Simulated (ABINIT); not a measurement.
# TiO (P-6m2) in ABINIT: convergence with nband

Aim: find how far nband must go before the results for TiO settle, at LDA. This setting moves, with any that are tied to it; all else stays.

Program: ABINIT 10.8.3 (patched build). These are calculated values, not measurements. Logs are shortened: lines on timing, memory, paths and dates and some standing lists are left out, and cuts for length are marked. The log counts tension as positive stress, the text compression.

## 1. Starting point

Symmetry: P-6m2, No. 187, hexagonal system. The conventional cell has a = 3.031 Å, b = 3.031 Å, c = 3.238 Å, α = 90.00°, β = 90.00°, γ = 120.00°. Around Ti (site symmetry -6m2) lie 6 O at 2.38 Å. O (site symmetry -6m2) is surrounded by 6 Ti at 2.38 Å.

## 2. With nband 10

File run.abi:

```
# Pseudopotentials
pp_dirpath "./"
pseudos "Ti.LDA_PW-JTH.xml, O.LDA_PW-JTH.xml"

# Structure
acell 3.031 3.031 3.2377 Angstrom
rprim
     1.0000000000     0.0000000000     0.0000000000
    -0.5000000000     0.8660254038     0.0000000000
     0.0000000000     0.0000000000     1.0000000000
ntypat 2
znucl 22 8
natom 2
typat 1 2
xcart
     1.5155000002     0.8749743329     0.0000000000
     0.0000000000     0.0000000000     1.6188500000 Angstrom

# Plane-wave basis
ecut 23.0
pawecutdg 45.0

# k points
kptopt 1
ngkpt 10 10 8
nshiftk 1
shiftk 0.0 0.0 0.0

# Exchange and correlation
ixc 7

# Bands and occupations
nband 10
occopt 3
tsmear 0.05 eV

# SCF cycle
nstep 100
tolvrs 1.0e-9

# Output
iomode 3
prtwf 0
prtden 0
prteig 0
prtebands 0
enunit 1
```

Potentials or basis: JTH PAW LDA v2.0.

Launch:

```console
> abinit run.abi > log 2>&1
```

run.abo:

```text
.Version 10.8.3 of ABINIT
 Symmetries : space group P-6 m 2 (#187); Bravais hP (primitive hexag.)
================================================================================
 Values of the parameters that define the memory need of the present run
     intxc =       0    ionmov =       0      iscf =      17    lmnmax =      18
     lnmax =       6     mgfft =      30  mpssoang =       3    mqgrid =    3001
     natom =       2  nloc_mem =       2    nspden =       1   nspinor =       1
    nsppol =       1      nsym =      12    n1xccc =       1    ntypat =       2
    occopt =       3   xclevel =       1
       mpw =         928          nfft =       21870          nkpt =          70
 PAW method is used; the additional fine FFT grid is defined by:
   mgfftf=        40    nfftf =     51840
================================================================================
================================================================================

--------------------------------------------------------------------------------
------------- Echo of variables that govern the present computation ------------
--------------------------------------------------------------------------------
 -outvars: echo values of preprocessed input variables --------
            acell      5.7277598876E+00  5.7277598876E+00  6.1183662779E+00 Bohr
              amu      4.78800000E+01  1.59994000E+01
             ecut      2.30000000E+01 Hartree
           enunit           1
                       outvar_i_n : Printing only first  50 k-points.
              ixc           7
                       outvar_i_n : Printing only first  50 k-points.
         kptrlatt       10    0    0      0   10    0      0    0    8
          kptrlen      4.89469302E+01
            natom           2
            nband          10
            ngfft          27      27      30
          ngfftdg          36      36      40
             nkpt          70
            nstep         100
             nsym          12
           ntypat           2
                       prtocc : prtvol=0, do not print more k-points.
[... 190 lines left out ...]
Ewald energy        : -5.54242365493789E+01
psp_core            :  3.04595789869984E+00
local_psp           : -4.71768242580441E+01
PAW spherical_terms :  8.36689582953679E-01
internal            : -7.49408594377977E+01
'-kT*entropy'       : -3.69016383512415E-05
total_energy        : -7.49408963394361E+01
total_energy_eV     : -2.03924567591242E+03
...

--- !EnergyTermsDC
iteration_state     : {dtset: 1, }
comment             : '"Double-counting" decomposition of free energy'
band_energy         : -9.64736485141621E+00
Ewald energy        : -5.54242365493789E+01
psp_core            :  3.04595789869984E+00
xc_dc               : -1.35424093662245E+01
PAW spherical_terms :  6.27191729249666E-01
internal            : -7.49408611390701E+01
'-kT*entropy'       : -3.69016383512415E-05
total_energy_dc     : -7.49408980407085E+01
total_energy_dc_eV  : -2.03924572220640E+03
...

--- !EnergyTermsWithPAWCore
iteration_state     : {dtset: 1, }
comment             : 'Components of total free energy, including PAW core contributions'
Total energy        : -9.26880987669253E+02
Total energy DC     : -9.26880989370526E+02
Total energy (eV)   : -2.52217165595244E+04
Total energy DC (eV): -2.52217166058184E+04
...

 Cartesian components of stress tensor (hartree/bohr^3)
  sigma(1 1)=  1.28904538E-03  sigma(3 2)=  0.00000000E+00
  sigma(2 2)=  1.28904538E-03  sigma(3 1)=  0.00000000E+00
  sigma(3 3)=  2.01240549E-03  sigma(2 1)=  0.00000000E+00

-Cartesian components of stress tensor (GPa)         [Pressure= -4.5019E+01 GPa]
- sigma(1 1)=  3.79250244E+01  sigma(3 2)=  0.00000000E+00
- sigma(2 2)=  3.79250244E+01  sigma(3 1)=  0.00000000E+00
- sigma(3 3)=  5.92070137E+01  sigma(2 1)=  0.00000000E+00

== END DATASET(S) ==============================================================
================================================================================

 -outvars: echo values of variables after computation  --------
            acell      5.7277598876E+00  5.7277598876E+00  6.1183662779E+00 Bohr
           etotal     -7.4940898041E+01
            fcart      0.0000000000E+00  0.0000000000E+00 -0.0000000000E+00
                       0.0000000000E+00  0.0000000000E+00 -0.0000000000E+00
            rprim      1.0000000000E+00  0.0000000000E+00  0.0000000000E+00
                      -5.0000000000E-01  8.6602540380E-01  0.0000000000E+00
                       0.0000000000E+00  0.0000000000E+00  1.0000000000E+00
           strten      1.2890453788E-03  1.2890453781E-03  2.0124054913E-03
                       0.0000000000E+00  0.0000000000E+00  0.0000000000E+00
           xangst      1.5155000002E+00  8.7497433290E-01  0.0000000000E+00
                       1.9999984757E-10 -7.2600183353E-11  1.6188500000E+00
             xred      6.6666666672E-01  3.3333333331E-01  0.0000000000E+00
                       5.2155761191E-11 -2.7658024019E-11  5.0000000000E-01
 Calculation completed.
```

Run time: 25 s. Hardware: 1 thread of Arm Neoverse V2, shared host; peak memory 0.09 GiB.

What came out:

| Item | Value |
| --- | --- |
| Free energy | -2039.2457 eV |
| Pressure | -45.0 GPa |
| Band gap on the k mesh | none (metal or under the smearing width) |
| Valence electrons inside the program's atomic spheres | Ti 9.99; O 4.43 |

## 3. With nband 11

run.abi: that of step 2 with these lines changed.

```diff
@@ -32,3 +32,3 @@
 # Bands and occupations
-nband 10
+nband 11
 occopt 3
```

Potentials or basis: JTH PAW LDA v2.0.

Launch:

```console
> abinit run.abi > log 2>&1
```

Run time: 22 s. Hardware: 1 thread of Arm Neoverse V2, shared host; peak memory 0.09 GiB.

The run converged. Its results:

- Free energy: -2039.2458 eV
- Pressure: -45.0 GPa
- Band gap on the k mesh: none (metal or under the smearing width)
- Valence electrons inside the program's atomic spheres: Ti 9.99; O 4.43

## 4. With nband 12

run.abi: that of step 3 with these lines changed.

```diff
@@ -32,3 +32,3 @@
 # Bands and occupations
-nband 11
+nband 12
 occopt 3
```

Launch:

```console
> abinit run.abi > log 2>&1
```

Wall time 23 s (1 thread of Arm Neoverse V2, shared host); peak memory 0.1 GiB.

The run converged. Its results:

```
Free energy                                           : -2039.2458 eV
Pressure                                              : -45.0 GPa
Band gap on the k mesh                                : none (metal or under the smearing width)
Valence electrons inside the program's atomic spheres : Ti 9.99; O 4.43
```

## 5. With nband 13

run.abi: that of step 4 with these lines changed.

```diff
@@ -32,3 +32,3 @@
 # Bands and occupations
-nband 12
+nband 13
 occopt 3
```

Launch:

```console
> abinit run.abi > log 2>&1
```

It took 26 s on 1 thread of Arm Neoverse V2, shared host; peak memory 0.1 GiB.

It converged, with:

- Free energy: -2039.2458 eV
- Pressure: -45.0 GPa
- Band gap on the k mesh: none (metal or under the smearing width)
- Valence electrons inside the program's atomic spheres: Ti 9.99; O 4.43

## 6. With nband 14

run.abi: that of step 5 with these lines changed.

```diff
@@ -32,3 +32,3 @@
 # Bands and occupations
-nband 13
+nband 14
 occopt 3
```

Potentials or basis: JTH PAW LDA v2.0.

Launch:

```console
> abinit run.abi > log 2>&1
```

Run time: 26 s. Hardware: 1 thread of Arm Neoverse V2, shared host; peak memory 0.1 GiB.

It converged, with:

* Free energy: -2039.2458 eV
* Pressure: -45.0 GPa
* Band gap on the k mesh: none (metal or under the smearing width)
* Valence electrons inside the program's atomic spheres: Ti 9.99; O 4.43

## 7. With nband 17

run.abi: that of step 6 with these lines changed.

```diff
@@ -32,3 +32,3 @@
 # Bands and occupations
-nband 14
+nband 17
 occopt 3
```

Launch:

```console
> abinit run.abi > log 2>&1
```

It took 31 s on 1 thread of Arm Neoverse V2, shared host; peak memory 0.1 GiB.

Results (log left out):

- Free energy: -2039.2458 eV
- Pressure: -45.0 GPa
- Band gap on the k mesh: none (metal or under the smearing width)
- Valence electrons inside the program's atomic spheres: Ti 9.99; O 4.43

## 8. With nband 23

run.abi: that of step 7 with these lines changed.

```diff
@@ -32,3 +32,3 @@
 # Bands and occupations
-nband 17
+nband 23
 occopt 3
```

Launch:

```console
> abinit run.abi > log 2>&1
```

Run time: 39 s. Hardware: 1 thread of Arm Neoverse V2, shared host; peak memory 0.11 GiB.

Results (log left out):

- Free energy: -2039.2458 eV
- Pressure: -45.0 GPa
- Band gap on the k mesh: none (metal or under the smearing width)
- Valence electrons inside the program's atomic spheres: Ti 9.99; O 4.43

## 9. Result

| nband | energy less the tightest run, at zero smearing (meV/atom) | SCF cycles | CPU time (s) | peak memory (GiB) |
| --- | --- | --- | --- | --- |
| 10 | 0.00 | 20 | 25 | 0.09 |
| 11 | 0.00 | 15 | 22 | 0.09 |
| 12 | 0.00 | 15 | 23 | 0.1 |
| 13 | 0.00 | 16 | 26 | 0.1 |
| 14 | 0.00 | 14 | 26 | 0.1 |
| 17 | 0.00 | 14 | 31 | 0.1 |
| 23 | 0.00 | 13 | 39 | 0.11 |

Against the tightest run, the energy stays within 1 meV/atom from 10 on. The tightest run that finished is the yardstick and may itself not be fully converged.

Caveats: a pressure of tens of GPa on the cell as given is suspect, and the run, the potentials or the cell itself is likely at fault; semilocal functionals often make such compounds metallic where correlation or magnetic order opens a gap, which also shifts bond lengths.
